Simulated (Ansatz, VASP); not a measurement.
## One calculation of CdTe, two programs

```
CELL_PARAMETERS angstrom
0.00000 3.24457 3.24457
3.24457 0.00000 3.24457
3.24457 3.24457 0.00000
ATOMIC_POSITIONS crystal
Cd 0.00000 0.00000 0.00000
Te 0.25000 0.25000 0.25000
```

Alike in both runs: task single point; functional PBEsol; k mesh 8 × 8 × 8; occupations gaussian, width 0.02 eV; no spin polarisation.

|  | VASP | Ansatz |
| --- | --- | --- |
| version | VASP 6.6.1 | Ansatz 0.2.0 |
| potentials or method | VASP PAW PBE potentials, release 64 (Cd, Te) | scalar-relativistic, plane waves, PAW |
| plane-wave cutoff (eV) | 520 | 420 |
| valence electrons in the cell | 18 | 36 |

VASP gave:

- gap on the k mesh at the Fermi level (eV): 0.65
- least direct gap on the mesh (eV): 0.65
- pressure (GPa): 0.2

Question: Estimate Ansatz's values.

Answer: gap on the k mesh at the Fermi level (eV): 0.65; least direct gap on the mesh (eV): 0.65; pressure (GPa): 0.0.

With one functional, cell and mesh, what is left measures potentials, basis and numerics. The two sets of potentials don't hold the same shells in valence.

Caveats: the PAW data sets were made with another functional, which shifts forces and pressure a little (VASP); spin-orbit coupling is left out, which moves the levels of the heavy elements. As with any semilocal functional, this PBEsol gap is likely too small.
